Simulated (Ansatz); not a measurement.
Geometry optimisation in Ansatz: input, command and trajectory.

```yaml
crystal:
  lattice:
    - [2.7669447521, 0.0, 0.0]
    - [-1.3834723761, 2.3962444462, 0.0]
    - [0.0, 0.0, 13.9366375594]
  atoms:
    - { symbol: Pd, position: [0.0, 0.0, 0.0] }
    - { symbol: Pd, position: [0.3333333333, 0.6666666667, 0.1666666667] }
    - { symbol: Pd, position: [0.6666666667, 0.3333333333, 0.3333333333] }
    - { symbol: Pd, position: [0.0, 0.0, 0.5] }
    - { symbol: Pd, position: [0.6666666667, 0.3333333333, 0.6666666667] }
    - { symbol: Pd, position: [0.3333333333, 0.6666666667, 0.8333333333] }
basis:
  ecutwfc: 420
kpoints:
  mp_grid: { grid: [18, 18, 4] }
hamiltonian:
  xc: pbe
scf:
  occupations: { method: gaussian, width: 0.1 }
output:
  forces: true
  stress: true
  eigenvalues: true
  populations: true
relax:
  adjacent_minimum: "off"
  f_tol: 0.01
  max_steps: 45
  cell: { stress_tol: 0.05 }
```

```bash
ansatz run input.yaml --threads 1 --pin off --max-ram 2560MiB --backend cpu --events-out ev --progress --plain --runs-dir out
```

Method: DFT PBE, scalar-relativistic, plane waves, PAW (Ansatz).

Of 5 frames 5 are shown, positions in Å and forces in eV/Å; the SCF threshold varies from step to step. Steps run on the plane waves of an earlier cell, with a Pulay correction in the pressure. The basis is chosen afresh for the last frame, the zero of the energies, and can be on the way; energy and pressure step there, also at an unchanged geometry.

```xyz
6
Lattice="2.7669 0.0000 0.0000 -1.3835 2.3962 0.0000 0.0000 0.0000 13.9366" Properties=species:S:1:pos:R:3:forces:R:3 pbc="T T T" step=1 free_energy_over_end_meV_per_atom=1.86 pressure_GPa=-0.56
Pd    0.0000    0.0000    0.0000    0.0000    0.0000    0.0000
Pd    0.0000    1.5975    2.3228    0.0000    0.0000    0.0600
Pd    1.3835    0.7987    4.6455    0.0000    0.0000   -0.0600
Pd    0.0000    0.0000    6.9683    0.0000    0.0000    0.0000
Pd    1.3835    0.7987    9.2911    0.0000    0.0000    0.0600
Pd    0.0000    1.5975   11.6139    0.0000    0.0000   -0.0600
6
Lattice="2.7750 0.0000 0.0000 -1.3875 2.4032 0.0000 0.0000 0.0000 13.7399" Properties=species:S:1:pos:R:3:forces:R:3 pbc="T T T" step=2 free_energy_over_end_meV_per_atom=0.19 pressure_GPa=0.77
Pd    0.0000    0.0000    0.0000    0.0000    0.0000    0.0000
Pd    0.0000    1.6021    2.2980    0.0000    0.0000   -0.0430
Pd    1.3875    0.8011    4.5719    0.0000    0.0000    0.0430
Pd    0.0000    0.0000    6.8700    0.0000    0.0000    0.0000
Pd    1.3875    0.8011    9.1680    0.0000    0.0000   -0.0430
Pd    0.0000    1.6021   11.4419    0.0000    0.0000    0.0430
6
Lattice="2.7840 0.0000 0.0000 -1.3920 2.4110 0.0000 0.0000 0.0000 13.7302" Properties=species:S:1:pos:R:3:forces:R:3 pbc="T T T" step=3 free_energy_over_end_meV_per_atom=-0.01 pressure_GPa=-0.21
Pd    0.0000    0.0000    0.0000    0.0000    0.0000    0.0000
Pd    0.0000    1.6074    2.2935    0.0000    0.0000   -0.0010
Pd    1.3920    0.8037    4.5716    0.0000    0.0000    0.0010
Pd    0.0000    0.0000    6.8651    0.0000    0.0000    0.0000
Pd    1.3920    0.8037    9.1586    0.0000    0.0000   -0.0010
Pd    0.0000    1.6074   11.4367    0.0000    0.0000    0.0010
6
Lattice="2.7821 0.0000 0.0000 -1.3911 2.4094 0.0000 0.0000 0.0000 13.7311" Properties=species:S:1:pos:R:3:forces:R:3 pbc="T T T" step=4 free_energy_over_end_meV_per_atom=-0.03 pressure_GPa=0.00
Pd    0.0000    0.0000    0.0000    0.0000    0.0000    0.0000
Pd    0.0000    1.6063    2.2936    0.0000    0.0000    0.0000
Pd    1.3911    0.8031    4.5720    0.0000    0.0000    0.0000
Pd    0.0000    0.0000    6.8655    0.0000    0.0000    0.0000
Pd    1.3911    0.8031    9.1591    0.0000    0.0000    0.0000
Pd    0.0000    1.6063   11.4375    0.0000    0.0000    0.0000
6
Lattice="2.7821 0.0000 0.0000 -1.3911 2.4094 0.0000 0.0000 0.0000 13.7311" Properties=species:S:1:pos:R:3:forces:R:3 pbc="T T T" step=5 free_energy_over_end_meV_per_atom=0.00 pressure_GPa=0.00
Pd    0.0000    0.0000    0.0000    0.0000    0.0000    0.0000
Pd    0.0000    1.6063    2.2936    0.0000    0.0000    0.0000
Pd    1.3911    0.8031    4.5720    0.0000    0.0000    0.0000
Pd    0.0000    0.0000    6.8655    0.0000    0.0000    0.0000
Pd    1.3911    0.8031    9.1591    0.0000    0.0000    0.0000
Pd    0.0000    1.6063   11.4375    0.0000    0.0000    0.0000
```

Time: 110 s on 1 thread of Intel(R) Xeon(R) Platinum 8488C (Sapphire Rapids), with other jobs on the host, peak memory 0.76 GiB.